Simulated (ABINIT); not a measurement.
Cr, 2 atoms in the cell. It takes space group P6_3/mmc (No. 194, hexagonal). The conventional cell has a = 2.714 Å, b = 2.714 Å, c = 4.410 Å, α = 90.00°, β = 90.00°, γ = 120.00°. Cr (site symmetry -6m2) has 12 Cr at 2.71 Å as nearest neighbours. This isn't the form of Cr at room conditions, which is bcc.

- Program: ABINIT 10.8.3 (patched build)
- Task: band structure
- Functional: BLYP
- Potentials or basis: JTH PAW PBE v2.0
- Cutoff: 762 eV
- k mesh: 9 × 9 × 5
- Occupations: fermi-dirac, width 0.05 eV
- Spin: collinear spin, ferromagnetic start
- Starting moments: [3.0, 3.0] μB
- Fine-grid cutoff: 1360.57 eV

Potentials or basis: JTH PAW PBE v2.0.

Command:

```console
$ abinit run.abi > log 2>&1
```

Hardware: 1 thread of Arm Neoverse V2, with other jobs on the host.

Q: How long does it take, and how much memory?

A: Wall time 4.2 min on 1 thread of Arm Neoverse V2, with other jobs on the host, peak memory 0.22 GiB. Counts: scf iterations 24, mpi ranks 1, k points 36, bands 20, plane waves 1362.
